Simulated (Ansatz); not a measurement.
**Compressing Ir: a fit and a missing row**

Ir, P6_3/mmc, a = 2.729 Å, c = 4.422 Å. This isn't the element's structure at ambient conditions. Ansatz: r2SCAN, PAW, 500 eV, Γ-centred 18×18×10 mesh on 2 atoms, Gaussian smearing 0.10 eV; no spin polarisation. Shape and atoms are relaxed at each volume; pressure is positive in compression.

```
V (Å³/atom) P (GPa)
     13.407        ?
     13.835    12.29
     14.262    -0.01
     14.690   -10.27
     15.118   -18.79
```

Question: Take V0 = 14.262 Å³/atom, count pressures from its P0 = -0.01 GPa, fit the third-order Birch–Murnaghan form to the other rows, and predict the missing pressure.

Answer: With the Eulerian strain f = ½[(V0/V)^(2/3) − 1] and y = (P − P0)/[3f(1 + 2f)^(5/2)], the form is the line y = B0 + 1.5 B0 (B0′ − 4) f. Rows (f, y): 0.01024, 380.6; -0.00976, 368.1; -0.01906, 362.0. Means f = -0.006193, y = 370.23; Σ(Δf)² = 0.0004483, ΣΔfΔy = 0.2839; the slope is their ratio. y = 374.2 + 633.3 f GPa, so B0 = 374.2 GPa and B0′ = 4 + 2 × (633.3)/(3 × 374.2) = 5.13. At V = 13.407, f = 0.02104, y = 387.52 and P = 27.11 GPa. The run gave 27.02 GPa, so the fit is 0.09 GPa too high, a small miss on the scale of the series. The form still works here, 33 % of the fitted range beyond its end.

Spin–orbit coupling is left out, which can shift energies with elements as heavy as these.